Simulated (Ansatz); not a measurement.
Compressing Ti$_{2}$C: a fit and a missing row

Ti$_{2}$C, R-3m, a = 3.078 Å, c = 14.463 Å. The structure is a Materials Project entry; whether it is the stable form wasn't checked. Ansatz: r2SCAN, PAW, 500 eV, Γ-centred 18×18×18 mesh on 3 atoms, Gaussian smearing 0.10 eV; no spin polarisation. Shape and atoms are relaxed at each volume; pressure is positive in compression.

| V (Å³/atom) | P (GPa) |
| --- | --- |
| 12.393 | ? |
| 12.789 | 4.61 |
| 13.184 | 0.02 |
| 13.580 | -3.86 |
| 13.975 | -7.11 |

Task: Take V0 = 13.184 Å³/atom, count pressures from its P0 = 0.02 GPa, fit the third-order Birch–Murnaghan form to the other rows, and predict the missing pressure.

Result: With the Eulerian strain f = ½[(V0/V)^(2/3) − 1] and y = (P − P0)/[3f(1 + 2f)^(5/2)], the form is the line y = B0 + 1.5 B0 (B0′ − 4) f. Rows (f, y): 0.01024, 142.0; -0.00977, 139.1; -0.01905, 137.5. Means f = -0.006193, y = 139.53; Σ(Δf)² = 0.0004481, ΣΔfΔy = 0.06823; the slope is their ratio. y = 140.5 + 152.2 f GPa, so B0 = 140.5 GPa and B0′ = 4 + 2 × (152.2)/(3 × 140.5) = 4.72. At V = 12.393, f = 0.02106, y = 143.71 and P = 10.09 GPa. The run gave 10.02 GPa, so the fit is 0.07 GPa too high, a small miss on the scale of the series. The form still works here, 33 % of the fitted range beyond its end.